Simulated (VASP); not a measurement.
# Al (Fm-3m) in VASP: notebook, part 2 of 3

VASP 6.6.1.

## (5) Single point, PBE

This run uses another cell than the first one: it holds 1 atom, not 8.

The input, INCAR:

```
SYSTEM = Al
  ALGO = Normal
  EDIFF = 1E-7
  ENCUT = 520
  GGA = PE
  ISIF = 2
  ISMEAR = 0
  LASPH = .True.
  LCHARG = .True.
  LELF = .True.
  LREAL = .False.
  LVHAR = .True.
  LWAVE = .False.
  NBANDS = 8
  NELM = 60
  PREC = Accurate
  SIGMA = 0.013000000000000001
```

The input, KPOINTS:

```
k-points
0
Gamma
  11 11 11
  0 0 0
```

The input, POSCAR:

```
Al
1.0
    0.0000000000      2.0248050000      2.0248050000
    2.0248050000      0.0000000000      2.0248050000
    2.0248050000      2.0248050000      0.0000000000
Al
1
Direct
    0.0000000000      0.0000000000      0.0000000000
```

Potentials or basis: VASP PAW PBE potentials, release 64 (Al).

Launch:

```sh
cat potpaw_PBE.64/Al/POTCAR > POTCAR
mpirun -np 1 vasp_std > vasp.out
```

OUTCAR:

```text
SYSTEM = Al
   EDIFF = 1E-7
   ENCUT = 520
   GGA = PE
   ISIF = 2
   ISMEAR = 0
   LASPH = .True.
   LREAL = .False.
   NELM = 60
   PREC = Accurate

 ion  position               nearest neighbor table
   1  0.000  0.000  0.000-

  LATTYP: Found a face centered cubic cell.
 ALAT       =     4.0496100000

  Lattice vectors:

 A1 = (   0.0000000000,   2.0248050000,   2.0248050000)
 A2 = (   2.0248050000,   0.0000000000,   2.0248050000)
 A3 = (   2.0248050000,   2.0248050000,   0.0000000000)

Analysis of symmetry for initial positions (statically):
=====================================================================
 Subroutine PRICEL returns:
 Original cell was already a primitive cell.

 Routine SETGRP: Setting up the symmetry group for a
 face centered cubic supercell.

 Subroutine GETGRP returns: Found 48 space group operations
 (whereof 48 operations were pure point group operations)
 out of a pool of 48 trial point group operations.

The static configuration has the point symmetry O_h .

Analysis of symmetry for dynamics (positions and initial velocities):
=====================================================================
 Subroutine PRICEL returns:
 Original cell was already a primitive cell.

 Routine SETGRP: Setting up the symmetry group for a
 face centered cubic supercell.

 Subroutine GETGRP returns: Found 48 space group operations
 (whereof 48 operations were pure point group operations)
 out of a pool of 48 trial point group operations.

The dynamic configuration has the point symmetry O_h .

 Subroutine INISYM returns: Found 48 space group operations
 (whereof 48 operations are pure point group operations),
 and found     1 'primitive' translations

----------------------------------------------------------------------------------------

                                     Primitive cell

  volume of cell :      16.6027

  direct lattice vectors                    reciprocal lattice vectors
     0.000000000  2.024805000  2.024805000    -0.246937359  0.246937359  0.246937359
     2.024805000  0.000000000  2.024805000     0.246937359 -0.246937359  0.246937359
     2.024805000  2.024805000  0.000000000     0.246937359  0.246937359 -0.246937359

  length of vectors
     2.863506692  2.863506692  2.863506692     0.427708053  0.427708053  0.427708053

  position of ions in fractional coordinates (direct lattice)
     0.000000000  0.000000000  0.000000000

  ion indices of the primitive-cell ions
   primitive index   ion index
                 1           1

----------------------------------------------------------------------------------------

 KPOINTS: k-points

Automatic generation of k-mesh.
 Grid dimensions read from file:
 generate k-points for:   11   11   11

 Generating k-lattice:

  Cartesian coordinates                     Fractional coordinates (reciprocal lattice)
    -0.022448851  0.022448851  0.022448851     0.090909091  0.000000000  0.000000000
     0.022448851 -0.022448851  0.022448851     0.000000000  0.090909091  0.000000000
     0.022448851  0.022448851 -0.022448851     0.000000000  0.000000000  0.090909091

  Length of vectors
     0.038882550  0.038882550  0.038882550

  Shift w.r.t. Gamma in fractional coordinates (k-lattice)
     0.000000000  0.000000000  0.000000000

 Subroutine IBZKPT returns following result:
 ===========================================

 Found     56 irreducible k-points:

 Following reciprocal coordinates:
            Coordinates               Weight
  0.000000  0.000000  0.000000      1.000000
  0.090909  0.000000  0.000000      8.000000
  0.181818  0.000000  0.000000      8.000000
  0.272727  0.000000  0.000000      8.000000
  0.363636  0.000000  0.000000      8.000000
  0.454545  0.000000  0.000000      8.000000
[... 16 lines left out ...]
 -0.272727  0.181818  0.000000     24.000000
 -0.181818  0.181818  0.000000     12.000000
 [... further k-points ...]
   k-points           NKPTS =     56   k-points in BZ     NKDIM =     56   number of bands    NBANDS=      8
   number of dos      NEDOS =    301   number of ions     NIONS =      1
   total plane-waves  NPLWV =  13824
   dimension x,y,z NGX =    24 NGY =   24 NGZ =   24
   dimension x,y,z NGXF=    48 NGYF=   48 NGZF=   48
   ions per type =               1
   NGX,Y,Z   is equivalent  to a cutoff of  13.93, 13.93, 13.93 a.u.
   NGXF,Y,Z  is equivalent  to a cutoff of  27.87, 27.87, 27.87 a.u.
 SYSTEM =  Al
   PREC   = accura    normal or accurate (medium, high low for compatibility)
   ISTART =      0    job   : 0-new  1-cont  2-samecut
   ICHARG =      2    charge: 1-file 2-atom 10-const
   ISPIN  =      1    spin polarized calculation?
   LNONCOLLINEAR =      F non collinear calculations
   LSORBIT =      F    spin-orbit coupling
   LASPH  =      T    aspherical Exc in radial PAW
   ENCUT  =  520.0 eV  38.22 Ry    6.18 a.u.   5.32  5.32  5.32*2*pi/ulx,y,z
   NELM   =     60;   NELMIN=  2; NELMDL= -5     # of ELM steps
   EDIFF  = 0.1E-06   stopping-criterion for ELM
   LREAL  =      F    real-space projection
   EDIFFG = 0.1E-05   stopping-criterion for IOM
   NSW    =      0    number of steps for IOM
   IBRION =     -1    ionic relax: 0-MD 1-quasi-New 2-CG
   NFREE  =      0    steps in history (QN), initial steepest desc. (CG)
   ISIF   =      2    stress and relaxation
   ISYM   =      2    0-nonsym 1-usesym 2-fastsym
   POTIM  = 0.5000    time-step for ionic-motion
   TEBEG  =    0.0;   TEEND  =   0.0 temperature during run
   PSTRESS=    0.0 pullay stress
   NELECT =       3.0000    total number of electrons
   NUPDOWN=      -1.0000    fix difference up-down
   EMIN   =  10.00;   EMAX   =-10.00  energy-range for DOS
   EFERMI =   0.00;   METHOD = LEGACY
   ISMEAR =     0;   SIGMA  =   0.01  broadening in eV -4-tet -1-fermi 0-gaus
   EFERMI_NEDOS =   21; number of points for ismear=-14 and -15
   IALGO  =     38    algorithm
   IMIX   =      4    mixing-type and parameters
     AMIX     =   0.40;   BMIX     =  1.00
     AMIX_MAG =   1.60;   BMIX_MAG =  1.00
  volume/ion in A,a.u.               =      16.60       112.04
  Fermi-wavevector in a.u.,A,eV,Ry     =   0.925526  1.748991 11.654733  0.856599
  Thomas-Fermi vector in A             =   2.051390
   LORBIT       =      0    0 simple, 1 ext, 2 COOP (PROOUT), +10 PAW based schemes
   GGA     = PE    functional components
   LHFCALC =     F    Hartree Fock is set to
   AEXX    =    0.0000 exact exchange contribution
   IVDW    =     0    specifies the selected vdW correction
   LEPSILON=     F    determine dielectric tensor
   LRPA    =     F    only Hartree local field effects (RPA)
 non-spin polarized calculation
 Gauss-broadening in eV      SIGMA  =   0.01
  energy-cutoff  :      520.00
  volume of cell :       16.60
 maximum number of plane-waves:       459
 NGX is ok and might be reduce to    24

 number of electron       3.0000000 magnetization

 Free energy of the ion-electron system (eV)
  ---------------------------------------------------
  ext. energy  EPLUGINS =         0.00000000
  ---------------------------------------------------
  free energy    TOTEN  =        -3.75257499 eV

  energy without entropy =       -3.75238867  energy(sigma->0) =       -3.75248183

 E-fermi :   7.9592     XC(G=0): -10.1746

 val. band max:        7.9411643419   @ k =  -0.4545   0.3636   0.0000
 cond. band min:       7.9680048757   @ k =   0.4545   0.1818   0.0909
 fundamental gap:      0.0268405339
 Fermi energy:         7.9591875541

 k-point     1 :       0.0000    0.0000    0.0000
  band No.  band energies     occupation
      1      -3.1566      2.00000
      2      20.5197      0.00000
      3      20.5197      0.00000
      4      20.5197      0.00000
      5      21.9646      0.00000
      6      21.9646      0.00000
      7      21.9646      0.00000
      8      24.3551      0.00000
[... 243 lines left out ...]
 k-point    24 :      -0.1818    0.1818    0.0000
  band No.  band energies     occupation
      1      -0.7888      2.00000
      2      11.7509      0.00000
      3      13.1864      0.00000
      4      19.7503      0.00000
      5      21.7725      0.00000
      6      22.8292      0.00000
      7      23.9311      0.00000
      8      24.8730      0.00000

 [... further k-points ...]

------------------------ aborting loop because EDIFF is reached ----------------------------------------

  FORCE on cell =-STRESS in cart. coord.  units (eV):
  Direction    XX          YY          ZZ          XY          YZ          ZX
  --------------------------------------------------------------------------------------
  -------------------------------------------------------------------------------------
  Total       -0.0571891     -0.0571891     -0.0571891      0.0000000      0.0000000     -0.0000000
  in kB       -5.5187976     -5.5187976     -5.5187976      0.0000000      0.0000000     -0.0000000
  external PRESSURE =      -5.5187976 kB  Pullay stress =       0.0000000 kB

 VOLUME and BASIS-vectors are now :
 -----------------------------------------------------------------------------
  energy-cutoff  :      520.00
  volume of cell :       16.60
      direct lattice vectors                 reciprocal lattice vectors
     0.000000000  2.024805000  2.024805000    -0.246937359  0.246937359  0.246937359
     2.024805000  0.000000000  2.024805000     0.246937359 -0.246937359  0.246937359
     2.024805000  2.024805000  0.000000000     0.246937359  0.246937359 -0.246937359

 POSITION                                       TOTAL-FORCE (eV/Angst)
 -----------------------------------------------------------------------------------
      0.00000      0.00000      0.00000        -0.000000      0.000000      0.000000
 -----------------------------------------------------------------------------------
    total drift:                               -0.000000     -0.000000      0.000000

  FREE ENERGIE OF THE ION-ELECTRON SYSTEM (eV)
  ---------------------------------------------------
  free  energy   TOTEN  =        -3.7525749914 eV

  energy  without entropy=       -3.7523886715  energy(sigma->0) =       -3.75248183
```

OSZICAR:

```text
N       E                     dE             d eps       ncg     rms          rms(c)
DAV:   1    -0.226516661801E+01   -0.22652E+01   -0.82053E+02   896   0.201E+02
DAV:   2    -0.376669949664E+01   -0.15015E+01   -0.14550E+01  1240   0.191E+01
DAV:   3    -0.377515218139E+01   -0.84527E-02   -0.84518E-02  1216   0.161E+00
DAV:   4    -0.377517022517E+01   -0.18044E-04   -0.18044E-04  1344   0.677E-02
DAV:   5    -0.377517027797E+01   -0.52801E-07   -0.51564E-07  1208   0.207E-03    0.129E+00
DAV:   6    -0.376209033876E+01    0.13080E-01   -0.17200E-03  1184   0.196E-01    0.749E-01
DAV:   7    -0.375258261235E+01    0.95077E-02   -0.51486E-03  1176   0.318E-01    0.146E-01
DAV:   8    -0.375257694125E+01    0.56711E-05   -0.14061E-05  1336   0.267E-02    0.887E-03
DAV:   9    -0.375257540305E+01    0.15382E-05   -0.78467E-07  1184   0.389E-03    0.705E-04
DAV:  10    -0.375257502118E+01    0.38187E-06   -0.37126E-09  1208   0.423E-04    0.266E-04
DAV:  11    -0.375257499140E+01    0.29784E-07   -0.12086E-10   728   0.639E-05
   1 F= -.37525750E+01 E0= -.37524818E+01  d E =-.186320E-03
```

Wall time 8 s (1 thread of Intel Xeon Platinum 8375C at 2.90GHz (Ice Lake), shared host); peak memory 0.13 GiB.

Results:

- Free energy: -3.7526 eV
- Pressure: -0.6 GPa
- Band gap on the k mesh: none (metal or under the smearing width)

[end of part 2 of 3]
